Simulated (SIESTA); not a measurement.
A run of SIESTA 5.4.2 is set up as follows.

Contents of Sb.fdf:

```
SystemName                      Sb
SystemLabel                     Sb
NumberOfSpecies                 1
NumberOfAtoms                   4
%block ChemicalSpeciesLabel
  1  51 Sb
%endblock ChemicalSpeciesLabel
%include structure.fdf

%block kgrid.MonkhorstPack
    8   0   0  0.0
    0   8   0  0.0
    0   0   1  0.0
%endblock kgrid.MonkhorstPack
XC.Functional                   GGA
XC.Authors                      PBE
PAO.BasisSize                   DZP
PAO.EnergyShift                 0.003 Ry
Mesh.Cutoff                     500 Ry
OccupationFunction              FD
ElectronicTemperature           0.05 eV
Slab.DipoleCorrection           vacuum
MaxSCFIterations                120
SCF.MustConverge                false
SCF.Mixer.Method                Pulay
SCF.Mixer.Weight                0.25
SCF.Mixer.History               8
SCF.DM.Tolerance                5.0e-05
SCF.H.Tolerance                 1.0e-03 eV
WriteForces                     true
Charge.Mulliken                 end
BandLinesScale                  ReciprocalLatticeVectors
%block BandLines
    1    0.000000   0.000000   0.000000  \Gamma
   11    0.000000   0.500000   0.000000  X
   11    0.500000   0.500000   0.000000  M
   16    0.000000   0.000000   0.000000  \Gamma
    2    0.000000   0.000000   0.500000  Z
   11    0.000000   0.500000   0.500000  R
   11    0.500000   0.500000   0.500000  A
   16    0.000000   0.000000   0.500000  Z
    1    0.000000   0.500000   0.000000  X
    2    0.000000   0.500000   0.500000  R
    1    0.500000   0.500000   0.000000  M
    2    0.500000   0.500000   0.500000  A
%endblock BandLines
%block PAO.Basis
  Sb 4
  n=5 0 2
    5.984 0.000
  n=5 1 2
    7.890 0.000
  n=4 2 2
    3.483 0.000
  n=5 2 1
    7.890
%endblock PAO.Basis
```

structure.fdf

```
LatticeConstant                 1.0 Ang
%block LatticeVectors
     3.1600000000     0.0000000000     0.0000000000
     0.0000000000     3.1600000000     0.0000000000
     0.0000000000     0.0000000000    24.4800000000
%endblock LatticeVectors
AtomicCoordinatesFormat         Fractional
%block AtomicCoordinatesAndAtomicSpecies
     0.0000000000     0.0000000000     0.3063725490  1  Sb
     0.0000000000     0.0000000000     0.4354575163  1  Sb
     0.0000000000     0.0000000000     0.5645424837  1  Sb
     0.0000000000     0.0000000000     0.6936274510  1  Sb
%endblock AtomicCoordinatesAndAtomicSpecies
```

Potentials or basis: PseudoDojo 0.4 standard (PBE files), DZP (energy shift 0.003 Ry; two zetas on semicore shells).

Run with:

```console
$ siesta Sb.fdf > Sb.out 2>&1
```

(1) Estimate the largest force.

(2) What does it give for the band gap on the k mesh?

## Answers

(1) 0.479 eV/Å.

(2) none (metal or under the smearing width).

Caveat: spin-orbit coupling is left out, which moves the levels of the heavy elements; the basis of atomic orbitals isn't converged, which shifts pressures, moduli and gaps.
